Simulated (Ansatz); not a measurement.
The system is CrCuO2.

```
Cu Cr O
1.0
     1.48670    0.85835    5.70000
    -1.48670    0.85835    5.70000
     0.00000   -1.71669    5.70000
Cu Cr O
1 1 2
Direct
  0.00000 0.00000 0.00000
  0.50000 0.50000 0.50000
  0.89208 0.89208 0.89208
  0.10792 0.10792 0.10792
```

* Program: Ansatz 0.2.0
* Task: relaxation of cell and atoms
* Functional: PBEsol
* Dispersion: D3(BJ)
* Potentials or basis: Ansatz PAW
* Cutoff: 420 eV (not typed: the program's choice for these potentials)
* k mesh: 10 × 10 × 10
* Occupations: fermi-dirac, width 0.05 eV
* Spin: collinear spin, ferromagnetic start
* Starting moments: [0.6, 3.0, 0.0, 0.0] μB

At the start: volume 10.91 Å³/atom.

Task: How do energy, volume and symmetry change on relaxing?

Result: It ends after 8 steps and the volume is 10.52 Å³/atom (-3.6 %); space group R-3m (No. 166, to 0.05 Å); moment 3.00 μB per cell.

Step by step:
| step | energy change (eV) | largest force (eV/Å) | volume (Å³) |
| --- | --- | --- | --- |
| 1 | 0.0000 | 0.0628 | 43.64 |
| 2 | -0.0301 | 0.0104 | 42.74 |
| 3 | -0.0389 | 0.0283 | 42.09 |
| 4 | -0.0388 | 0.0056 | 42.13 |
| 5 | -0.0388 | 0.0011 | 42.13 |
| 6 | -0.0334 | 0.0021 | 42.13 |
| 7 | -0.0337 | 0.0014 | 42.08 |
| 8 | -0.0334 | 0.0014 | 42.08 |

Final structure:
```
Cu Cr O
1.0
     1.46864    0.84792    5.63232
    -1.46864    0.84792    5.63232
     0.00000   -1.69583    5.63232
Cu Cr O
1 1 2
Cartesian
  0.0000 0.0000 0.0000
  0.0000 0.0000 8.4485
  0.0000 0.0000 15.0753
  0.0000 0.0000 1.8216
```

Caveat: the plane-wave basis is chosen anew once the cell has moved, so the energies of steps on either side of that aren't comparable; the pressure holds a Pulay correction of +0.7 GPa for the finite cutoff; only a ferromagnetic start was run, and an antiferromagnetic order may lie lower in energy; the PAW data sets come from PBE, with cores solved anew for the run's functional, which leaves a small shift of forces and pressure.
